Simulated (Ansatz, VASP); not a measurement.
# Cross-check of Mo (Mo wire along [100], 5 atoms a period) between VASP and Ansatz

Aim: how closely do two programs agree when they are given the same cell, functional and k mesh? The structure shown is the end of the Ansatz relaxation below.

Program: Ansatz 0.2.0. Level of theory: plane waves, with VASP 6.6.1 beside it; single point at PBE. Results are calculated unless marked as measured.

## (1) Starting point

The cell holds 5 atoms: 5 Mo. Cell: a = 9.960 Å, b = 9.960 Å, c = 3.564 Å, α = 90.0°, β = 90.0°, γ = 90.0°. Vacuum lies along a and b. The structure's axis is c.

## (2) Ansatz: relaxation, PBE

Ansatz runs on its default PAW (the set named soft_2) files.

This run makes the geometry at which the two programs are then compared.

The input, input.yaml:

```yaml
crystal:
  lattice:
    - [9.96, 0.0, 0.0]
    - [0.0, 9.96, 0.0]
    - [0.0, 0.0, 3.16]
  atoms:
    - { symbol: Mo, position: [0.5, 0.5, 0.0] }
    - { symbol: Mo, position: [0.341365462, 0.341365462, 0.5] }
    - { symbol: Mo, position: [0.341365462, 0.658634538, 0.5] }
    - { symbol: Mo, position: [0.658634538, 0.341365462, 0.5] }
    - { symbol: Mo, position: [0.658634538, 0.658634538, 0.5] }
kpoints:
  mp_grid: { grid: [1, 1, 26] }
scf:
  occupations: { method: fermi_dirac, width: 0.05 }
hamiltonian:
  xc: pbe
relax:
  cell: { fix: [a, b, alpha, beta, gamma] }
  max_steps: 60
```

Command:

```sh
$ ansatz run input.yaml --threads 16 --pin off --max-ram 61440MiB --backend cuda --events-out ev --progress --plain --runs-dir out --max-vram 78GiB
```

Numbers of over 12 decimals in the logs are rounded to 6 here.

What it wrote:

```text
Engine: ansatz 0.2.0, aarch64-unknown-linux-gnu
Pseudopotentials: kind: paw
Pseudopotential: Mo, paw, valence charge 14, recommended cutoff 420 eV (normal), Mo.paw.azcp
Functional definition: PBE
  parameter kappa = 0.804
  parameter beta = 0.066725
  exchange = pbe_x(kappa = kappa, mu = beta*pi^2/3)
  correlation = pbe_c(beta = beta)
device memory: the entry about to start is reckoned to put 12.0 GiB on a device that reports 151.9 GiB free (of which the cap on the GPU budget leaves the run 78.0 GiB)
GPU FFT provider: cuFFT
GPU libraries: cuBLAS 13.8.1, cuFFT 12.4.0, cuSOLVER 12.3.2
GPU matrix products: emulated (plane waves: as basis.precision tells), large ones in fixed point in workspaces of 1.00 GiB
Crystal: 5 atoms, lattice volume = 313.477 Å³
Basis set: ecut = 420 eV, 6175 PW (Γ), exchange–correlation on 144×144×48 points (8 copies of the dense FFT grid, shifted against one another)
Bands: 42, of which v1, the nominal top of the filled ones, is band 35 counted from 1 (34 counted from 0)
Symmetry: 16 space group operations
Space group: P4/mmm (ITA 123), of the structure as read, at distance tolerance 6.8e-5 Å
k-points: 14 of 26
Non-local potential: Mo, projectors of the file, l = 0: 3, l = 1: 2, l = 2: 2, l = 3: 1
PAW form: soft (Blöchl's): semilocal exchange-correlation on the pseudo side does not see the compensation charge
PAW one-centre angular grid: Mo, 590 points (default); XC on 64 Gauss nodes
Initial density: superposition of atomic densities (neutral atoms: chi_scale 0, normalization atom), corrected by the library's trained network
Initial wavefunctions: pseudopotential atomic-orbital guess
GPU buffer pool allocated for 124416 grid points (all kernels)
GPU transforms: local potential and band sums: pruned to the plane-wave sphere, on 72×72×24
Functional: x = pbe(κ = 0.804, μ = 0.219515), c = pbe(β = 0.066725)
SCF iter   1: F=—  HF=-24764.697468 eV  |F-HF|=—  |Δ(HF+E_count)|=         —  Δρ=1.00e-2  dr2=6.42e-1  ethr=1.77e-3  ⟨swp⟩=6.9  Hψ=2213  notcnv=0
preconditioner: auto → LDOS  [metal: Δε(μ)=0.016 eV  Ē_g=2.309 eV  σ=0.050 eV  W_gap=0.08  n_scr=46 (ndim 8)  ℏωp=11.5 eV  f_vac=0.500  D(μ)=10.44/eV (n_scr^D=86)  β→1.0]
SCF iter   2: F=—  HF=-24764.667404 eV  |F-HF|=—  |Δ(HF+E_count)|=   3.01e-2  Δρ=6.95e-3  dr2=3.94e-1  ethr=9.18e-4  ⟨swp⟩=3.0  Hψ=1037  notcnv=0
SCF iter   3: F=—  HF=-24764.631677 eV  |F-HF|=—  |Δ(HF+E_count)|=   3.57e-2  Δρ=1.47e-3  dr2=1.65e-2  ethr=5.63e-4  ⟨swp⟩=2.2  Hψ=897  notcnv=0
SCF iter   4: F=—  HF=-24764.630587 eV  |F-HF|=—  |Δ(HF+E_count)|=   1.09e-3  Δρ=3.82e-4  dr2=5.31e-4  ethr=2.35e-5  ⟨swp⟩=2.1  Hψ=826  notcnv=0
SCF iter   5: F=—  HF=-24764.630606 eV  |F-HF|=—  |Δ(HF+E_count)|=   1.94e-5  Δρ=1.60e-4  dr2=9.16e-5  ethr=7.59e-7  ⟨swp⟩=2.6  Hψ=1166  notcnv=0
SCF iter   6: F=—  HF=-24764.631060 eV  |F-HF|=—  |Δ(HF+E_count)|=   4.54e-4  Δρ=3.51e-5  dr2=2.50e-6  ethr=1.31e-7  ⟨swp⟩=2.0  Hψ=806  notcnv=0
SCF iter   7: F=—  HF=-24764.631064 eV  |F-HF|=—  |Δ(HF+E_count)|=   4.00e-6  Δρ=9.24e-6  dr2=1.75e-7  ethr=3.57e-9  ⟨swp⟩=2.2  Hψ=822  notcnv=0
SCF iter   8: F=-24764.631064 eV  HF=-24764.631064 eV  |F-HF|=1.32e-8  |Δ(HF+E_count)|=   6.12e-7  Δρ=3.74e-6  dr2=4.12e-8  ethr=1.43e-10  ⟨swp⟩=5.4  Hψ=2111  notcnv=0
SCF 1 converged in 8 iterations: F = -24764.631064 eV  dr2 = 4.12e-8
  greatest PAW one-centre occupation: 0.998 electrons in one spin orbital (limit 2), on the Mo atom at site 3 (counted from 0), in its partial waves of l = 0
relax step   1: F+E_penalty+E_count = -24764.63106419 eV  Δ(F+E_penalty+E_count) = +0.000e0 eV  max|allowed force component| = 2.547e0 eV/Å  Δτ_max = 0.0000 Å  P = -8.849 GPa  Ω = 313.477 Å³  fix = [a, b, alpha, beta, gamma]  reactions: a -8.367, b -8.367 GPa  (8 SCF iters, dr2 threshold 1.00e-7 eV, accepted)
[...]
relax step  10: F+E_penalty+E_count = -24767.95576170 eV  Δ(F+E_penalty+E_count) = -2.312e-4 eV  max|allowed force component| = 5.279e-3 eV/Å  Δτ_max = 0.0048 Å  P = -0.016 GPa  Ω = 353.588 Å³  energy of the carried Pulay correction = -1.409e-4 eV  fix = [a, b, alpha, beta, gamma]  reactions: a -0.028, b -0.028 GPa  (7 SCF iters, dr2 threshold 1.49e-8 eV, accepted)
[...]
relax step  11: F+E_penalty+E_count = -24767.95588344 eV  Δ(F+E_penalty+E_count) = -1.217e-4 eV  max|allowed force component| = 5.257e-3 eV/Å  Δτ_max = 0.0000 Å  P = -0.016 GPa  Ω = 353.588 Å³  fix = [a, b, alpha, beta, gamma]  reactions: a -0.028, b -0.028 GPa  stress off target by 8.68e-3 GPa on what of the cell is left free  SCF on the basis re-selected at this cell (its energy is not comparable with the rows above)  (8 SCF iters)
basis re-selected at this cell: Δ(F+E_penalty+E_count) = -1.217e-4 eV, ΔP = -0.000 GPa vs the last step (what re-selecting the basis moved, of the pressure what is left beyond the Pulay correction that the steps carried, after the strain that the cell walked since its last selection, with what the two solves' SCF thresholds leave and, on support functions, any second-order correction that the steps lacked; it is no m [...]
SCF converged after 8 iterations
Free energy (F): -24767.955883 eV
Harris-Foulkes:  -24767.955883 eV  (|F-HF|=2.55e-11)
Internal energy: -24767.906193 eV  (E = F + TS)
E sigma→0 (E₀):  -24767.931038 eV
Entropy (-TS):   -0.049690 eV (-9.938 meV/atom)
Fermi energy:    2.148406 eV
--- Per-component energies (eV) ---
  E_band       = -1560.386582
  E_kinetic    = 2206.378758
  E_local      = -22528.408286  (includes V_loc(G=0)·N_el)
  E_nonlocal   = 731.874937
  E_hartree    = 9944.617132
  E_xc         = -907.579832
  E_vxc        = -1131.339268  (∫ρ·V_xc dr)
  E_paw        = -16012.177930  (= ΣΔE_a)
  E_vpaw       = -728.127039  (= ΣTr[D̂ρ^β])
  E_aug_tail   = 0.000209  (compensation charges beyond the density's cutoff)
  E_ewald      = 1797.388818
  E_smearing   = -0.049690  (= −TS)
  E_closure    = -0.000000  (closes the sum)
  Σ components = -24767.955883   (vs F -24767.955883, Δ=0.00e0)
--- Forces (eV/Å), atoms counted from 1 ---
  atom   1  Mo     0.00000000     0.00000000     0.00000000
  atom   2  Mo    -0.00525750    -0.00525750     0.00000000
  atom   3  Mo    -0.00525750     0.00525750     0.00000000
  atom   4  Mo     0.00525750    -0.00525750     0.00000000
  atom   5  Mo     0.00525750     0.00525750     0.00000000
  max |Σ_I F_I| component: 3.47e-18 eV/Å
--- Stress (GPa, compression-positive) ---
       -0.028275       0.000000       0.000000
        0.000000      -0.028275       0.000000
        0.000000       0.000000       0.008677
  P = ⅓ Tr σ = -0.0160 GPa (-0.160 kbar)
--- Band table (eV; the first three rows and the last of 14) ---
  k-point 0: bands = [... 31 lower, 1.0722, 1.2990, 1.9180, 1.9180, 1.9827, 2.8647, 2.8647, 2.9881, ... 3 higher]
  k-point 1: bands = [... 31 lower, 1.0451, 1.1792, 1.9266, 1.9266, 2.1199, 2.8671, 2.8671, 2.9654, ... 3 higher]
  k-point 2: bands = [... 31 lower, 0.9501, 0.9707, 1.9511, 1.9511, 2.4020, 2.8735, 2.8735, 2.8912, ... 3 higher]
  k-point 13: bands = [... 31 lower, 1.5403, 1.5403, 1.9628, 1.9628, 2.7310, 2.7310, 3.0133, 3.6718, ... 3 higher]
--- Relaxed structure (9 steps of the walk, 9 accepted, 2 SCFs on fresh bases) ---
  F+E_penalty+E_count = -24767.95588344 eV   max|allowed force component| = 5.257e-3 eV/Å   (the final SCF, on the basis selected at the relaxed cell)
  cell:  # Å, volume = 353.5877 Å³
    - [9.96, 0.0, 0.0]
    - [0.0, 9.96, 0.0]
    - [0.0, 0.0, 3.564335]
  atoms:
    - { symbol: Mo, position: [0.500000, 0.500000, 0.0] }
    - { symbol: Mo, position: [0.373188, 0.373188, 0.500000] }
    - { symbol: Mo, position: [0.373188, 0.626812, 0.500000] }
    - { symbol: Mo, position: [0.626812, 0.373188, 0.500000] }
    - { symbol: Mo, position: [0.626812, 0.626812, 0.500000] }
```

In the SCF lines HF is the Harris–Foulkes energy and dr2 the Hartree energy of the density residual, in eV; the loop may stop once dr2 is under the threshold and the program's other checks hold. Hψ counts applications of the Hamiltonian.

## (3) VASP: single point, PBE

The same cell, functional, mesh and smearing now go to VASP, with its own data sets.

Lines of VASP's logs that name or quote its potential files are left out, and so is its time.

The input, INCAR:

```
SYSTEM = Mo
PREC = Accurate
ENCUT = 500
EDIFF = 1E-06
NELM = 120
ISMEAR = -1
SIGMA = 0.05
LREAL = .FALSE.
ALGO = Normal
GGA = PE
NBANDS = 43
LASPH = .TRUE.
LORBIT = 11
LWAVE = .FALSE.
LCHARG = .FALSE.
ISIF = 2
GGA_COMPAT = .FALSE.
KPAR = 2
```

The input, POSCAR:

```
Mo
1.0
    9.9600000000      0.0000000000      0.0000000000
    0.0000000000      9.9600000000      0.0000000000
    0.0000000000      0.0000000000      3.5643347948
Mo
5
Direct
    0.5000000000      0.5000000000      0.0000000000
    0.3731879153      0.3731879153      0.5000000000
    0.3731879153      0.6268120847      0.5000000000
    0.6268120847      0.3731879153      0.5000000000
    0.6268120847      0.6268120847      0.5000000000
```

The input, KPOINTS:

```
Automatic mesh
0
Gamma
1 1 26
0 0 0
```

PAW data sets: Mo_sv (PBE family, release 64).

Command:

```sh
$ mpirun -np 2 vasp_std
```

What it wrote:

```text
[banner, memory and clock lines left out]
running    2 mpi-ranks, on    1 nodes
 distrk:  each k-point on    1 cores,    2 groups
 distr:  one band on    1 cores,    1 groups

 POSCAR found type information on POSCAR Mo
 POSCAR found :  1 types and       5 ions
 LDA part: xc-table for (Slater+PW92), standard interpolation
 POSCAR, INCAR and KPOINTS ok, starting setup
 FFT: planning ... GRIDC
 FFT: planning ... GRID_SOFT
 FFT: planning ... GRID
 WAVECAR not read
 entering main loop
       N       E                     dE             d eps       ncg     rms          rms(c)
DAV:   1     0.548027640530E+03    0.54803E+03   -0.42577E+04  1820   0.133E+03
DAV:   2    -0.199299387005E+02   -0.56796E+03   -0.55321E+03  1411   0.368E+02
DAV:   3    -0.488988009882E+02   -0.28969E+02   -0.28074E+02  1591   0.607E+01
DAV:   4    -0.500664992913E+02   -0.11677E+01   -0.11520E+01  1648   0.944E+00
DAV:   5    -0.501058542604E+02   -0.39355E-01   -0.39180E-01  1624   0.152E+00    0.274E+01
DAV:   6    -0.446771275952E+02    0.54287E+01   -0.46849E+01  1488   0.327E+01    0.183E+01
DAV:   7    -0.431455273432E+02    0.15316E+01   -0.13936E+01  1421   0.170E+01    0.580E+00
DAV:   8    -0.426461297645E+02    0.49940E+00   -0.24672E+00  1652   0.707E+00    0.174E+00
DAV:   9    -0.425749279635E+02    0.71202E-01   -0.26343E-01  1469   0.333E+00    0.165E+00
DAV:  10    -0.425658252001E+02    0.91028E-02   -0.57377E-02  1658   0.143E+00    0.303E-01
DAV:  11    -0.425632232032E+02    0.26020E-02   -0.13220E-02  1540   0.413E-01    0.234E-01
DAV:  12    -0.425679408174E+02   -0.47176E-02   -0.54007E-03  1555   0.434E-01    0.167E-01
DAV:  13    -0.425721558709E+02   -0.42151E-02   -0.61915E-03  1513   0.381E-01    0.894E-02
DAV:  14    -0.425748117001E+02   -0.26558E-02   -0.25133E-03  1485   0.254E-01    0.451E-02
DAV:  15    -0.425755357471E+02   -0.72405E-03   -0.45461E-04  1473   0.116E-01    0.220E-02
DAV:  16    -0.425758304843E+02   -0.29474E-03   -0.91347E-05  1337   0.433E-02    0.702E-03
DAV:  17    -0.425758222363E+02    0.82479E-05   -0.12902E-05  1208   0.154E-02    0.415E-03
DAV:  18    -0.425758217566E+02    0.47975E-06   -0.38093E-06  1206   0.967E-03
   1 F= -.42575822E+02 E0= -.42550730E+02  d E =-.501828E-01
```

Parts of OUTCAR (step 3):

```text
ion  position               nearest neighbor table
   1  0.500  0.500  0.000-   2 2.52   3 2.52   4 2.52   5 2.52   2 2.52   3 2.52   4 2.52   5 2.52

  LATTYP: Found a simple tetragonal cell.
 ALAT       =     9.9600000000
 C/A-ratio  =     0.3578649392

 Subroutine GETGRP returns: Found 16 space group operations
 (whereof 16 operations were pure point group operations)

The static configuration has the point symmetry D_4h.

 Found     14 irreducible k-points:

   k-points           NKPTS =     14   k-points in BZ     NKDIM =     14   number of bands    NBANDS=     43

   dimension x,y,z NGX =    80 NGY =   80 NGZ =   28
   dimension x,y,z NGXF=   160 NGYF=  160 NGZF=   56

   ENCUT  =  500.0 eV  36.75 Ry    6.06 a.u.  18.16 18.16  6.50*2*pi/ulx,y,z

   NELECT =      70.0000    total number of electrons

 k-points in reciprocal lattice and weights: Automatic mesh
   0.00000000  0.00000000  0.00000000       0.038
   0.00000000  0.00000000  0.03846154       0.077
   0.00000000  0.00000000  0.07692308       0.077
   0.00000000  0.00000000  0.11538462       0.077
   0.00000000  0.00000000  0.15384615       0.077
   0.00000000  0.00000000  0.19230769       0.077
   0.00000000  0.00000000  0.23076923       0.077
   0.00000000  0.00000000  0.26923077       0.077
   0.00000000  0.00000000  0.30769231       0.077
[...]
0.00000000  0.00000000  0.46153846       0.077
   0.00000000  0.00000000  0.50000000       0.038

 average (electrostatic) potential at core
       1 -81.0006       2 -81.0521       3 -81.0521       4 -81.0521       5 -81.0521

 E-fermi :   0.2669

 k-point     1 :       0.0000    0.0000    0.0000
  band No.  band energies     occupation
    ...
     32      -0.8094      2.00000
     33      -0.5867      2.00000
     34       0.0374      1.97990
     35       0.0374      1.97990
     36       0.0983      1.93370
     37       0.9826      0.00000
     38       0.9826      0.00000
     39       1.1068      0.00000
     40       1.3436      0.00000
     41       1.3902      0.00000
    ...

 k-point     2 :       0.0000    0.0000    0.0385
  band No.  band energies     occupation
    ...
     32      -0.8365      2.00000
     33      -0.7067      2.00000
     34       0.0460      1.97618
     35       0.0460      1.97618
     36       0.2358      1.30141
     37       0.9850      0.00000
     38       0.9850      0.00000
     39       1.0838      0.00000
     40       1.3777      0.00000
     41       1.3856      0.00000
    ...

 k-point     3 :       0.0000    0.0000    0.0769
  band No.  band energies     occupation
    ...
     31      -1.2407      2.00000
     32      -0.9362      2.00000
     33      -0.9113      2.00000
     34       0.0706      1.96138
     35       0.0706      1.96138
     36       0.5185      0.01298
     37       0.9913      0.00000
     38       0.9913      0.00000
     39       1.0091      0.00000
     40       1.3753      0.00000
    ...

  Total        0.2324649      0.2324649      0.3206859      0.0000000      0.0000000      0.0000000
  in kB        1.0533453      1.0533453      1.4530926      0.0000000      0.0000000      0.0000000
  external PRESSURE =       1.1865944 kB  Pullay stress =       0.0000000 kB

  energy-cutoff  :      500.00
  volume of cell :      353.59
      direct lattice vectors                 reciprocal lattice vectors
     9.960000000  0.000000000  0.000000000     0.100401606  0.000000000  0.000000000
     0.000000000  9.960000000  0.000000000     0.000000000  0.100401606  0.000000000
     0.000000000  0.000000000  3.564334795     0.000000000  0.000000000  0.280557259

 POSITION                                       TOTAL-FORCE (eV/Angst)
 -----------------------------------------------------------------------------------
      4.98000      4.98000      0.00000         0.000000      0.000000      0.000000
      3.71695      3.71695      1.78217        -0.065525     -0.065525      0.000000
      3.71695      6.24305      1.78217        -0.065525      0.065525     -0.000000
      6.24305      3.71695      1.78217         0.065525     -0.065525      0.000000
      6.24305      6.24305      1.78217         0.065525      0.065525      0.000000
 -----------------------------------------------------------------------------------
    total drift:                                0.000000     -0.000000      0.000000

  FREE ENERGIE OF THE ION-ELECTRON SYSTEM (eV)
  ---------------------------------------------------
  free  energy   TOTEN  =       -42.5758217566 eV

  energy  without entropy=      -42.5256389083  energy(sigma->0) =      -42.55073033

 total charge
# of ion       s       p       d       tot
------------------------------------------
    1        2.478   6.241   4.209  12.928
    2        2.385   6.051   4.136  12.571
    3        2.385   6.051   4.136  12.571
    4        2.385   6.051   4.136  12.571
    5        2.385   6.051   4.136  12.571
--------------------------------------------------
tot         12.017  30.445  20.752  63.213

[... 3 further parts left out ...]
```

## (4) Comparison

Known differences besides the potentials themselves: the cutoff is 420 eV in Ansatz and 500 eV in VASP; Ansatz's pressure holds a Pulay correction, VASP's none. Total energies have different zeros and are not compared.

Both answers:

| quantity | Ansatz | VASP | difference |
| --- | --- | --- | --- |
| pressure (GPa) | -0.02 | 0.12 | -0.13 |

Forces (eV/Å; atoms numbered as in POSCAR):

| atom | Ansatz x, y, z | VASP x, y, z |
| --- | --- | --- |
| Mo1 | 0.000, 0.000, 0.000 | 0.000, 0.000, 0.000 |
| Mo2 | -0.005, -0.005, 0.000 | -0.066, -0.066, 0.000 |
| Mo3 | -0.005, 0.005, 0.000 | -0.066, 0.066, 0.000 |
| Mo4 | 0.005, -0.005, 0.000 | 0.066, -0.066, 0.000 |
| Mo5 | 0.005, 0.005, 0.000 | 0.066, 0.066, 0.000 |

The forces differ by 44 meV/Å r.m.s., where the r.m.s. force is 0.004 eV/Å in Ansatz and 0.048 eV/Å in VASP: the atoms lie near their places of rest in Ansatz, so a percentage would say little (all taken over all components).

## (5) What came out

```yaml
r_m_s_force_difference_single_point_pbe: 44 meV/Å
```

What this shows: The r.m.s. force difference is 44 meV/Å (single point, PBE), beyond the 12 meV/Å picked in this series as the mark of a large difference. What causes the difference of the single point, PBE pair stays open here. Such differences can come from data sets, numerical settings and the points named under the comparisons, not from the functional's error against experiment.

[Lines on the potential files, build, host, timing and source positions are cut from VASP's logs without a mark.]

[Logs are printed without paths, hosts, clocks, repeated set-up lines and the standing remarks that a program may print on its own settings, such as how far it seeks lower states.]

[Hosts, paths, dates, database ids (printed as entryN), source tags and the programs' standing remarks are cut or masked in the printed files.]
